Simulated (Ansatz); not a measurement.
A run of Ansatz 0.2.0 is set up as follows.

The input input.yaml:

```yaml
crystal:
  lattice:
    - [0.0, 2.5663, 2.5663]
    - [2.5663, 0.0, 2.5663]
    - [2.5663, 2.5663, 0.0]
  atoms:
    - { symbol: Sr, position: [0.5, 0.5, 0.5] }
    - { symbol: O, position: [0.0, 0.0, 0.0] }
kpoints:
  mp_grid: { grid: [9, 9, 9] }
scf:
  occupations: { method: fermi_dirac, width: 0.05 }
hamiltonian:
  xc: pbe
  pseudopotentials: { kind: all_electron, lapw: { basis_error: 0.001 } }
output:
  forces: true
  stress: true
relax:
  f_tol: 0.02
  max_steps: 60
  cell: { p_target: 20.0 }
```

Potentials or basis: all-electron LAPW, scalar-relativistic.

Launch:

```console
$ ansatz run input.yaml --threads 1 --pin off --max-ram 3072MiB --backend cpu --events-out ev --progress --plain --runs-dir out
```

(1) What does it give for the relaxed cell?

(2) What does it give for the space group after relaxing (to 0.05 Å)?

(3) Predict the relaxed volume.

## Answers

(1) a = 3.479 Å, b = 3.479 Å, c = 3.479 Å, α = 60.00°, β = 60.00°, γ = 60.00°.

(2) Fm-3m (No. 225).

(3) 14.88 Å³/atom.
